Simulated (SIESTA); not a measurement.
Wanted: an ASE script for a SIESTA 5.4.2 run.

```
Task                : band structure
Functional          : PBE
Potentials or basis : PseudoDojo 0.4 standard (PBE files)
Basis               : SZ (energy shift 0.003 Ry)
Grid cutoff         : 800 Ry
Energy shift        : 0.003 Ry
k mesh              : 8 × 8 × 8
Occupations         : fermi-dirac, width 0.05 eV
Spin                : no spin polarisation
```

Ge:

```
Ge
1.0
     0.00000    2.82891    2.82891
     2.82891    0.00000    2.82891
     2.82891    2.82891    0.00000
Ge
2
Direct
  0.75000 0.75000 0.75000
  0.50000 0.50000 0.50000
```

One way to write it, as run:

run.py

```python
from ase import Atoms
from ase.calculators.siesta import Siesta
from ase.units import Ry, GPa

atoms = Atoms(
    ['Ge', 'Ge'],
    cell=[
        [0.0, 2.82891, 2.82891],
        [2.82891, 0.0, 2.82891],
        [2.82891, 2.82891, 0.0],
    ],
    scaled_positions=[
        [0.75, 0.75, 0.75],
        [0.5, 0.5, 0.5],
    ],
    pbc=True,
)

fdf = {
    'SCFMustConverge': False,
    'OccupationFunction': 'FD',
    'ElectronicTemperature': '0.05 eV',
    'MaxSCFIterations': '120',
    'SCF.Mixer.Method': 'Pulay',
    'SCF.Mixer.Weight': '0.25',
    'SCF.Mixer.History': '8',
    'SCF.DM.Tolerance': '5.0e-05',
    'SCF.H.Tolerance': '1.0e-03 eV',
    'WriteForces': 'true',
    'Charge.Mulliken': 'end',
    'BandLinesScale': 'ReciprocalLatticeVectors',
    'BandLines': ['  1    0.000000   0.000000   0.000000  \\Gamma', ' 12    0.500000   0.000000   0.500000  X', '  6    0.500000   0.250000   0.750000  W', '  4    0.375000   0.375000   0.750000  K', ' 13    0.000000   0.000000   0.000000  \\Gamma', ' 11    0.500000   0.500000   0.500000  L', '  8    0.625000   0.250000   0.625000  U', '  4    0.500000   0.250000   0.750000  W', '  9    0.500000   0.500000   0.500000  L', '  8    0.375000   0.375000   0.750000  K', '  1    0.625000   0.250000   0.625000  U', '  4    0.500000   0.000000   0.500000  X'],
}
calc = Siesta(
    label="Ge",
    command="siesta < PREFIX.fdf > PREFIX.out",
    pseudo_path="pseudos",
    pseudo_qualifier="",
    xc=('GGA', 'PBE'),
    basis_set="SZ",
    mesh_cutoff=800 * Ry,
    energy_shift=0.003 * Ry,
    kpts=[8, 8, 8],
    spin="non-polarized",
    fdf_arguments=fdf,
)
atoms.calc = calc

print(f"energy = {atoms.get_potential_energy():.6f} eV")
free = atoms.get_potential_energy(force_consistent=True)
print(f"free energy = {free:.6f} eV")
print("forces (eV/A):")
print(atoms.get_forces(apply_constraint=False).round(6))
print("stress (GPa, Voigt order, tension positive):", (atoms.get_stress() / GPa).round(4))
```

Potentials or basis: PseudoDojo 0.4 standard (PBE files), SZ (energy shift 0.003 Ry).

Run with:

```bash
$ python run.py
```

It gave:

| Item | Value |
| --- | --- |
| Pressure | 9.5 GPa |
| Band gap on the k mesh | 0.14 eV, direct |
| Band gap along the path | 0.14 eV, direct |

Caveat: the basis has no polarisation orbitals; the basis of atomic orbitals isn't converged, which shifts pressures, moduli and gaps.

It took 31 s on 1 thread of Intel(R) Xeon(R) Platinum 8259CL CPU @ 2.50GHz (Skylake/Cascade Lake) (shared host), peak memory 0.26 GiB.
